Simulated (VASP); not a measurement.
# NaF (Fm-3m) in VASP: a series of runs

One crystal, NaF, is run at these levels: PBE; tasks: relaxation of cell and atoms, electrostatic potential.

All numbers are computed with VASP 6.6.1; they aren't measurements. Logs are shortened: lines on timing, memory, paths and dates and some standing lists are left out, and cuts for length are marked.

**1. The structure**

The structure is cubic, space group Fm-3m (No. 225). Conventional cell: a = 4.630 Å, b = 4.630 Å, c = 4.630 Å, α = 90.00°, β = 90.00°, γ = 90.00°. Na (site symmetry m-3m) has 6 F at 2.31 Å as nearest neighbours. F (site symmetry m-3m) is surrounded by 6 Na at 2.31 Å.

The cell was built by a generator and needn't be a form met in nature.

**2. Relaxation of cell and atoms, PBE**

Input file INCAR:

```
SYSTEM = NaF
ALGO     = Normal         ! electronic algorithm
EDIFF    = 1E-6           ! SCF threshold, eV
EDIFFG   = -0.005         ! ionic threshold
ENCUT    = 600            ! plane-wave cutoff, eV
GGA      = PE             ! functional
IBRION   = 2              ! ionic algorithm
ISIF     = 3              ! what is computed and relaxed
ISMEAR   = 0              ! smearing method
KPAR     = 4            
LASPH    = .True.         ! aspherical terms in the spheres
LCHARG   = .False.        ! write CHGCAR
LREAL    = .False.        ! projectors in reciprocal space
LWAVE    = .False.        ! write WAVECAR
NELM     = 120            ! most SCF steps
NSW      = 40             ! ionic steps
PREC     = Accurate       ! precision mode
SIGMA    = 0.02           ! smearing width, eV
```

Input file KPOINTS:

```
k-points
0
Gamma
  10 10 10
  0 0 0
```

Input file POSCAR:

```
NaF
1.0
    0.0000000000      2.3150000000      2.3150000000
    2.3150000000      0.0000000000      2.3150000000
    2.3150000000      2.3150000000      0.0000000000
Na F
1 1
Direct
    0.0000000000      0.0000000000      0.0000000000
    0.5000000000      0.5000000000      0.5000000000
```

Potentials or basis: VASP PAW PBE potentials, release 64 (Na_pv, F).

On the command line:

```bash
cat potpaw_PBE.64/Na_pv/POTCAR potpaw_PBE.64/F/POTCAR > POTCAR
mpirun -np 4 vasp_std > vasp.out
```

OUTCAR:

```text
SYSTEM = NaF
   EDIFF = 1E-6
   EDIFFG = -0.005
   ENCUT = 600
   GGA = PE
   IBRION = 2
   ISIF = 3
   ISMEAR = 0
   LASPH = .True.
   LREAL = .False.
   NELM = 120
   NSW = 40
   PREC = Accurate

 ion  position               nearest neighbor table
   1  0.000  0.000  0.000-   2 2.31   2 2.31   2 2.31   2 2.31   2 2.31   2 2.31
   2  0.500  0.500  0.500-   1 2.31   1 2.31   1 2.31   1 2.31   1 2.31   1 2.31

  LATTYP: Found a face centered cubic cell.
 ALAT       =     4.6300000000

  Lattice vectors:

 A1 = (   0.0000000000,   2.3150000000,   2.3150000000)
 A2 = (   2.3150000000,   0.0000000000,   2.3150000000)
 A3 = (   2.3150000000,   2.3150000000,   0.0000000000)

Analysis of symmetry for initial positions (statically):
=====================================================================
 Subroutine PRICEL returns:
 Original cell was already a primitive cell.

 Routine SETGRP: Setting up the symmetry group for a
 face centered cubic supercell.

 Subroutine GETGRP returns: Found 48 space group operations
 (whereof 48 operations were pure point group operations)
 out of a pool of 48 trial point group operations.

The static configuration has the point symmetry O_h .

Analysis of symmetry for dynamics (positions and initial velocities):
=====================================================================
 Subroutine PRICEL returns:
 Original cell was already a primitive cell.

 Routine SETGRP: Setting up the symmetry group for a
 face centered cubic supercell.

 Subroutine GETGRP returns: Found 48 space group operations
 (whereof 48 operations were pure point group operations)
 out of a pool of 48 trial point group operations.

The dynamic configuration has the point symmetry O_h .

 Subroutine INISYM returns: Found 48 space group operations
 (whereof 48 operations are pure point group operations),
 and found     1 'primitive' translations

----------------------------------------------------------------------------------------

                                     Primitive cell

  volume of cell :      24.8132

  direct lattice vectors                    reciprocal lattice vectors
     0.000000000  2.315000000  2.315000000    -0.215982721  0.215982721  0.215982721
     2.315000000  0.000000000  2.315000000     0.215982721 -0.215982721  0.215982721
     2.315000000  2.315000000  0.000000000     0.215982721  0.215982721 -0.215982721

  length of vectors
     3.273904397  3.273904397  3.273904397     0.374093047  0.374093047  0.374093047

  position of ions in fractional coordinates (direct lattice)
     0.000000000  0.000000000  0.000000000
     0.500000000  0.500000000  0.500000000

  ion indices of the primitive-cell ions
   primitive index   ion index
                 1           1
                 2           2

----------------------------------------------------------------------------------------

 KPOINTS: k-points

Automatic generation of k-mesh.
 Grid dimensions read from file:
 generate k-points for:   10   10   10

 Generating k-lattice:

  Cartesian coordinates                     Fractional coordinates (reciprocal lattice)
    -0.021598272  0.021598272  0.021598272     0.100000000  0.000000000  0.000000000
     0.021598272 -0.021598272  0.021598272     0.000000000  0.100000000  0.000000000
     0.021598272  0.021598272 -0.021598272     0.000000000  0.000000000  0.100000000

  Length of vectors
     0.037409305  0.037409305  0.037409305

  Shift w.r.t. Gamma in fractional coordinates (k-lattice)
     0.000000000  0.000000000  0.000000000

 Subroutine IBZKPT returns following result:
 ===========================================

 Found     47 irreducible k-points:

 Following reciprocal coordinates:
            Coordinates               Weight
  0.000000  0.000000  0.000000      1.000000
  0.100000  0.000000  0.000000      8.000000
  0.200000  0.000000  0.000000      8.000000
  0.300000  0.000000  0.000000      8.000000
  0.400000  0.000000  0.000000      8.000000
  0.500000  0.000000  0.000000      4.000000
[... 16 lines left out ...]
  0.300000  0.300000  0.000000      6.000000
  0.400000  0.300000  0.000000     24.000000
 [... further k-points ...]
   k-points           NKPTS =     47   k-points in BZ     NKDIM =     47   number of bands    NBANDS=     11
   number of dos      NEDOS =    301   number of ions     NIONS =      2
   total plane-waves  NPLWV =  21952
   dimension x,y,z NGX =    28 NGY =   28 NGZ =   28
   dimension x,y,z NGXF=    56 NGYF=   56 NGZF=   56
   ions per type =               1   1
   NGX,Y,Z   is equivalent  to a cutoff of  14.22, 14.22, 14.22 a.u.
   NGXF,Y,Z  is equivalent  to a cutoff of  28.44, 28.44, 28.44 a.u.
 SYSTEM =  NaF
   PREC   = accura    normal or accurate (medium, high low for compatibility)
   ISTART =      0    job   : 0-new  1-cont  2-samecut
   ICHARG =      2    charge: 1-file 2-atom 10-const
   ISPIN  =      1    spin polarized calculation?
   LNONCOLLINEAR =      F non collinear calculations
   LSORBIT =      F    spin-orbit coupling
   LASPH  =      T    aspherical Exc in radial PAW
   ENCUT  =  600.0 eV  44.10 Ry    6.64 a.u.   6.54  6.54  6.54*2*pi/ulx,y,z
   NELM   =    120;   NELMIN=  2; NELMDL= -5     # of ELM steps
   EDIFF  = 0.1E-05   stopping-criterion for ELM
   LREAL  =      F    real-space projection
   EDIFFG = -.5E-02   stopping-criterion for IOM
   NSW    =     40    number of steps for IOM
   IBRION =      2    ionic relax: 0-MD 1-quasi-New 2-CG
   NFREE  =      1    steps in history (QN), initial steepest desc. (CG)
   ISIF   =      3    stress and relaxation
   ISYM   =      2    0-nonsym 1-usesym 2-fastsym
   POTIM  = 0.5000    time-step for ionic-motion
   TEBEG  =    0.0;   TEEND  =   0.0 temperature during run
   PSTRESS=    0.0 pullay stress
   NELECT =      14.0000    total number of electrons
   NUPDOWN=      -1.0000    fix difference up-down
   EMIN   =  10.00;   EMAX   =-10.00  energy-range for DOS
   EFERMI =   0.00;   METHOD = LEGACY
   ISMEAR =     0;   SIGMA  =   0.02  broadening in eV -4-tet -1-fermi 0-gaus
   EFERMI_NEDOS =   21; number of points for ismear=-14 and -15
   IALGO  =     38    algorithm
   IMIX   =      4    mixing-type and parameters
     AMIX     =   0.40;   BMIX     =  1.00
     AMIX_MAG =   1.60;   BMIX_MAG =  1.00
  volume/ion in A,a.u.               =      12.41        83.72
  Fermi-wavevector in a.u.,A,eV,Ry     =   1.352768  2.556360 24.898391  1.829980
  Thomas-Fermi vector in A             =   2.480079
   LORBIT       =      0    0 simple, 1 ext, 2 COOP (PROOUT), +10 PAW based schemes
   GGA     = PE    functional components
   LHFCALC =     F    Hartree Fock is set to
   AEXX    =    0.0000 exact exchange contribution
   IVDW    =     0    specifies the selected vdW correction
   LEPSILON=     F    determine dielectric tensor
   LRPA    =     F    only Hartree local field effects (RPA)
 conjugate gradient relaxation of ions
 non-spin polarized calculation
 Gauss-broadening in eV      SIGMA  =   0.02
  energy-cutoff  :      600.00
  volume of cell :       24.81
 maximum number of plane-waves:       869
 NGX is ok and might be reduce to    28
   NGX = 13   NGY = 13   NGZ = 13

--------------------------------------- Ionic step        1  -------------------------------------------

 number of electron      14.0000006 magnetization

 Free energy of the ion-electron system (eV)
  ---------------------------------------------------
  ext. energy  EPLUGINS =         0.00000000
  ---------------------------------------------------
  free energy    TOTEN  =        -8.56240397 eV

  energy without entropy =       -8.56240397  energy(sigma->0) =       -8.56240397

------------------------ aborting loop because EDIFF is reached ----------------------------------------

  FORCE on cell =-STRESS in cart. coord.  units (eV):
  Direction    XX          YY          ZZ          XY          YZ          ZX
  --------------------------------------------------------------------------------------
  -------------------------------------------------------------------------------------
  Total        0.3179497      0.3179497      0.3179497      0.0000000      0.0000000     -0.0000000
  in kB       20.5298645     20.5298645     20.5298645      0.0000000      0.0000000     -0.0000000
  external PRESSURE =      20.5298645 kB  Pullay stress =       0.0000000 kB
[... 93 lines left out ...]
  energy  without entropy=       -8.5688016952  energy(sigma->0) =       -8.56880170

--------------------------------------- Ionic step        4  -------------------------------------------

 number of electron      14.0000003 magnetization

 Free energy of the ion-electron system (eV)
  ---------------------------------------------------
  ext. energy  EPLUGINS =         0.00000000
  ---------------------------------------------------
  free energy    TOTEN  =        -8.56895094 eV

  energy without entropy =       -8.56895094  energy(sigma->0) =       -8.56895094

 E-fermi :  -2.0940     XC(G=0):  -8.9724

 val. band max:       -2.2487186109   @ k =   0.0000   0.0000   0.0000
 cond. band min:       3.8492289159   @ k =   0.0000   0.0000   0.0000
 fundamental gap:      6.0979475268
 Fermi energy:        -2.0940157533

 k-point     1 :       0.0000    0.0000    0.0000
  band No.  band energies     occupation
      1     -21.3600      2.00000
      2     -21.3107      2.00000
      3     -21.3106      2.00000
      4     -21.3106      2.00000
      5      -2.2487      2.00000
      6      -2.2487      2.00000
      7      -2.2487      2.00000
      8       3.8492      0.00000
      9      16.4531      0.00000
     10      16.4531      0.00000
     11      16.4531      0.00000
[... 309 lines left out ...]
 k-point    24 :       0.4000    0.3000    0.0000
  band No.  band energies     occupation
      1     -21.6953      2.00000
      2     -21.3523      2.00000
      3     -21.3455      2.00000
      4     -20.8623      2.00000
      5      -3.3639      2.00000
      6      -2.6118      2.00000
      7      -2.5590      2.00000
      8       8.0277      0.00000
      9      11.4366      0.00000
     10      14.0862      0.00000
     11      16.9044      0.00000

 [... further k-points ...]
[... 5 lines left out ...]
  --------------------------------------------------------------------------------------
  -------------------------------------------------------------------------------------
  Total        0.0020296      0.0020296      0.0020296      0.0000000      0.0000000      0.0000000
  in kB        0.1257751      0.1257751      0.1257751      0.0000000      0.0000000      0.0000000
  external PRESSURE =       0.1257751 kB  Pullay stress =       0.0000000 kB
[... 17 lines left out ...]
  FREE ENERGIE OF THE ION-ELECTRON SYSTEM (eV)
  ---------------------------------------------------
  free  energy   TOTEN  =        -8.5689509375 eV

  energy  without entropy=       -8.5689509375  energy(sigma->0) =       -8.56895094

 reached required accuracy - stopping structural energy minimisation
```

It took 9.5 s on 4 MPI ranks of Intel Xeon 6975P-C (Granite Rapids), shared host; peak memory 0.15 GiB.

What came out:

```
Free energy                            : -8.5690 eV
Relaxed volume                         : 12.93 Å³/atom
Relaxed cell                           : a = 3.319 Å, b = 3.319 Å, c = 3.319 Å, α = 60.00°, β = 60.00°, γ = 60.00°
Space group after relaxing (to 0.05 Å) : Fm-3m (No. 225)
Energy gained by relaxing              : 3.3 meV/atom
Ionic steps                            : 4
Pressure after relaxing                : 0.0 GPa
Band gap on the k mesh                 : 6.10 eV, direct
```

Step by step:
```
step  energy change (eV)  largest force (eV/Å)  pressure (GPa)  volume (Å³)
   1              0.0000                0.0000            2.05        24.81
   2             -0.0052                0.0000            0.81        25.39
   3             -0.0064                0.0000            0.25        25.71
   4             -0.0065                0.0000            0.01        25.85
```

Final structure:
```
Na F
1.0
     0.00000    2.34693    2.34693
     2.34693    0.00000    2.34693
     2.34693    2.34693    0.00000
Na F
1 1
Cartesian
  2.3469 2.3469 4.6939
  2.3469 2.3469 2.3469
```

Levels at points of the mesh, in eV from the valence-band top:
```csv
k point,band 3,band 4,band 5,band 6,band 7,band 8,band 9,band 10,band 11
"(0.00, 0.00, 0.00)",-19.06,-19.06,0.00,0.00,0.00,6.10,18.70,18.70,18.70
"(0.50, 0.00, 0.00)",-19.07,-18.27,-1.51,-0.23,-0.23,10.55,12.14,19.69,19.69
"(0.50, 0.50, 0.00)",-19.11,-18.88,-1.21,-0.39,-0.39,12.84,13.17,13.23,19.27
```

A k mesh can miss the band edges.

**3. Electrostatic potential, PBE**

This run uses another cell than the first one, of 12.93 Å³/atom, 1.042 times its volume.

Input file INCAR:

```
SYSTEM = NaF
ALGO = Normal ; EDIFF = 1E-6
ENCUT = 520 ; GGA = PE
ISIF = 2 ; ISMEAR = 0
KPAR = 4 ; LASPH = .True.
LCHARG = .True. ; LREAL = .False.
LVHAR = .True. ; LWAVE = .False.
NELM = 60 ; PREC = Accurate
SIGMA = 0.02
```

KPOINTS is that of step 2.

Input file POSCAR:

```
NaF                                     
1.0
    0.0000000000      2.3469338985      2.3469338985
    2.3469338985      0.0000000000      2.3469338985
    2.3469338985      2.3469338985      0.0000000000
  Na              F             
     1     1
Direct
     1.0000000000000000    1.0000000000000000    0.0000000000000000
     0.5000000000000000    0.5000000000000000    0.5000000000000000
```

Potentials or basis: VASP PAW PBE potentials, release 64 (Na_pv, F).

On the command line:

```bash
cat potpaw_PBE.64/Na_pv/POTCAR potpaw_PBE.64/F/POTCAR > POTCAR
mpirun -np 4 vasp_std > vasp.out
```

It took 4.9 s on 4 MPI ranks of Intel Xeon 6975P-C (Granite Rapids), shared host; peak memory 0.14 GiB.

The run converged. Its results:

- Free energy: -8.5692 eV
- Pressure: 0.1 GPa
- Band gap on the k mesh: 6.10 eV, direct

Levels at points of the mesh, in eV from the valence-band top:
```csv
k point,band 3,band 4,band 5,band 6,band 7,band 8,band 9,band 10,band 11
"(0.00, 0.00, 0.00)",-19.06,-19.06,0.00,0.00,0.00,6.10,18.70,18.70,18.70
"(0.50, 0.00, 0.00)",-19.07,-18.27,-1.51,-0.24,-0.24,10.55,12.14,19.69,19.69
"(0.50, 0.50, 0.00)",-19.11,-18.88,-1.21,-0.39,-0.39,12.84,13.17,13.23,19.27
```

A k mesh can miss the band edges.
